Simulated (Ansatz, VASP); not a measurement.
**Si3N4 in VASP and in Ansatz**

```
CELL_PARAMETERS angstrom
0.00000 3.89462 3.89462
3.89462 0.00000 3.89462
3.89462 3.89462 0.00000
ATOMIC_POSITIONS crystal
Si 0.12500 0.12500 0.62500
Si 0.12500 0.62500 0.12500
Si 0.62500 0.12500 0.12500
Si 0.12500 0.12500 0.12500
Si 0.75000 0.75000 0.75000
Si 0.50000 0.50000 0.50000
N 0.36754 0.36754 0.36754
N 0.35263 0.88246 0.88246
N 0.88246 0.88246 0.35263
N 0.88246 0.35263 0.88246
N 0.36754 0.36754 0.89737
N 0.36754 0.89737 0.36754
N 0.88246 0.88246 0.88246
N 0.89737 0.36754 0.36754
```

Alike in both runs: functional PBE; k mesh 6 × 6 × 6; no spin polarisation.

Ansatz relaxed the structure, and its values are those at the end. VASP's run is a single point on that final structure, the one shown.

|  | VASP | Ansatz |
| --- | --- | --- |
| version | VASP 6.6.1 | Ansatz 0.2.0 |
| potentials or method | VASP PAW PBE potentials, release 64 (Si, N) | scalar-relativistic, plane waves, PAW |
| plane-wave cutoff (eV) | 520 | 420 |
| occupations | gaussian, width 0.01 eV | fixed |
| valence electrons in the cell | 64 | 64 |

Ansatz gave:

| Property | Result |
| --- | --- |
| gap on the k mesh at the Fermi level (eV) | 3.34 |
| least direct gap on the mesh (eV) | 3.38 |
| pressure (GPa) | 0.0 |
| rms of the force components (eV/Å) | 0.000 |

Question: What did VASP give for the same quantities?

Answer: gap on the k mesh at the Fermi level (eV): 3.33; least direct gap on the mesh (eV): 3.37; pressure (GPa): -0.2; rms of the force components (eV/Å): 0.003.

A k mesh can miss the band edges.
